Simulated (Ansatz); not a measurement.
# WSe2: the cost of one run

Method: DFT PBE, scalar-relativistic, plane waves, PAW, in Ansatz 0.2.0.

**1. The structure to begin with**

It takes space group P-6m2 (No. 187, hexagonal). Conventional cell: a = 3.318 Å, b = 3.318 Å, c = 16.658 Å, α = 90.00°, β = 90.00°, γ = 120.00°. Around W (site symmetry -6m2) lie 6 Se at 2.54 Å. Se (site symmetry 3m) has 3 W at 2.54 Å as nearest neighbours.

Structure file:

```xyz
48
Lattice="-6.6359 11.4937 0.0000 6.6359 11.4937 0.0000 1.6590 2.8734 -16.6581" Properties=species:S:1:pos:R:3 pbc="T T T"
W    -3.3179    5.7468    0.0000
W    -1.6590    8.6203    0.0000
W    -4.9769    8.6203    0.0000
W     0.0000    0.0000    0.0000
W     1.6590    2.8734    0.0000
W     3.3179    5.7468    0.0000
W     4.9769    8.6203    0.0000
W    -1.6590    2.8734    0.0000
W     0.0000    5.7468    0.0000
W     1.6590    8.6203    0.0000
W     0.0000   11.4937    0.0000
W     1.6590   14.3671    0.0000
W    -3.3179   11.4937    0.0000
W    -1.6590   14.3671    0.0000
W     0.0000   17.2405    0.0000
W     3.3179   11.4937    0.0000
Se   -3.3179   13.4093  -14.9959
Se    0.0000    7.6624  -14.9959
Se    1.6590   10.5359  -14.9959
Se    3.3179   13.4093  -14.9959
Se   -1.6590   10.5359  -14.9959
Se    0.0000   13.4093  -14.9959
Se   -1.6590   16.2827  -14.9959
Se    0.0000   19.1561  -14.9959
Se    1.6590   22.0295  -14.9959
Se    1.6590    4.7890  -14.9959
Se    3.3179    7.6624  -14.9959
Se    4.9769   10.5359  -14.9959
Se    6.6359   13.4093  -14.9959
Se    4.9769   16.2827  -14.9959
Se    1.6590   16.2827  -14.9959
Se    3.3179   19.1561  -14.9959
Se   -4.9769   10.5359   -1.6622
Se   -1.6590    4.7890   -1.6622
Se    0.0000    7.6624   -1.6622
Se    1.6590   10.5359   -1.6622
Se   -3.3179    7.6624   -1.6622
Se   -1.6590   10.5359   -1.6622
Se   -3.3179   13.4093   -1.6622
Se   -1.6590   16.2827   -1.6622
Se    0.0000   19.1561   -1.6622
Se    0.0000    1.9156   -1.6622
Se    1.6590    4.7890   -1.6622
Se    3.3179    7.6624   -1.6622
Se    4.9769   10.5359   -1.6622
Se    3.3179   13.4093   -1.6622
Se    0.0000   13.4093   -1.6622
Se    1.6590   16.2827   -1.6622
```

The runs take a perfect supercell of 48 atoms; the defect goes to fractional position (0.833, 0.108, 0.900).

**2. The perfect supercell**

input.yaml

```yaml
crystal:
  lattice:
    - [-6.635875, 11.493672, 1.0e-06]
    - [6.635876, 11.493672, 2.0e-06]
    - [1.658969, 2.873418, -16.658142]
  atoms:
    - { symbol: W, position: [0.5, 0.0, 0.0] }
    - { symbol: W, position: [0.5, 0.25, 0.0] }
    - { symbol: W, position: [0.75, 0.0, 0.0] }
    - { symbol: W, position: [0.0, 0.0, 0.0] }
    - { symbol: W, position: [0.0, 0.25, 0.0] }
    - { symbol: W, position: [0.0, 0.5, 0.0] }
    - { symbol: W, position: [0.0, 0.75, 0.0] }
    - { symbol: W, position: [0.25, 0.0, 0.0] }
    - { symbol: W, position: [0.25, 0.25, 0.0] }
    - { symbol: W, position: [0.25, 0.5, 0.0] }
    - { symbol: W, position: [0.5, 0.5, 0.0] }
    - { symbol: W, position: [0.5, 0.75, 0.0] }
    - { symbol: W, position: [0.75, 0.25, 0.0] }
    - { symbol: W, position: [0.75, 0.5, 0.0] }
    - { symbol: W, position: [0.75, 0.75, 0.0] }
    - { symbol: W, position: [0.25, 0.75, 0.0] }
    - { symbol: Se, position: [0.833333, 0.10828, 0.900214] }
    - { symbol: Se, position: [0.333333, 0.10828, 0.900214] }
    - { symbol: Se, position: [0.333333, 0.35828, 0.900214] }
    - { symbol: Se, position: [0.333333, 0.60828, 0.900214] }
    - { symbol: Se, position: [0.583333, 0.10828, 0.900214] }
    - { symbol: Se, position: [0.583333, 0.35828, 0.900214] }
    - { symbol: Se, position: [0.833333, 0.35828, 0.900214] }
    - { symbol: Se, position: [0.833333, 0.60828, 0.900214] }
    - { symbol: Se, position: [0.833333, 0.85828, 0.900214] }
    - { symbol: Se, position: [0.083333, 0.10828, 0.900214] }
    - { symbol: Se, position: [0.083333, 0.35828, 0.900214] }
    - { symbol: Se, position: [0.083333, 0.60828, 0.900214] }
    - { symbol: Se, position: [0.083333, 0.85828, 0.900214] }
    - { symbol: Se, position: [0.333333, 0.85828, 0.900214] }
    - { symbol: Se, position: [0.583333, 0.60828, 0.900214] }
    - { symbol: Se, position: [0.583333, 0.85828, 0.900214] }
    - { symbol: Se, position: [0.833333, 0.058387, 0.099786] }
    - { symbol: Se, position: [0.333333, 0.058387, 0.099786] }
    - { symbol: Se, position: [0.333333, 0.308387, 0.099786] }
    - { symbol: Se, position: [0.333333, 0.558387, 0.099786] }
    - { symbol: Se, position: [0.583333, 0.058387, 0.099786] }
    - { symbol: Se, position: [0.583333, 0.308387, 0.099786] }
    - { symbol: Se, position: [0.833333, 0.308387, 0.099786] }
    - { symbol: Se, position: [0.833333, 0.558387, 0.099786] }
    - { symbol: Se, position: [0.833333, 0.808387, 0.099786] }
    - { symbol: Se, position: [0.083333, 0.058387, 0.099786] }
    - { symbol: Se, position: [0.083333, 0.308387, 0.099786] }
    - { symbol: Se, position: [0.083333, 0.558387, 0.099786] }
    - { symbol: Se, position: [0.083333, 0.808387, 0.099786] }
    - { symbol: Se, position: [0.333333, 0.808387, 0.099786] }
    - { symbol: Se, position: [0.583333, 0.558387, 0.099786] }
    - { symbol: Se, position: [0.583333, 0.808387, 0.099786] }
basis:
  ecutwfc: 420
  fft_grid_basis: typed
kpoints:
  mp_grid: { grid: [1, 1, 1] }
hamiltonian:
  xc: pbe
  pseudopotentials: { kind: paw }
scf:
  occupations: { method: gaussian, width: 0.05 }
output:
  forces: true
  stress: false
  eigenvalues: true
  bader: false
  write_density: true
  volumetric_format: npy
```

Command:

```sh
$ ansatz run input.yaml --threads 8 --pin off --max-ram 16384MiB --backend cpu --events-out ev --progress --plain --runs-dir out
```

Q: Estimate wall time and peak memory on 8 threads of Arm Neoverse V2, shared host.

About 12 s, with a peak of 3.3 GiB.
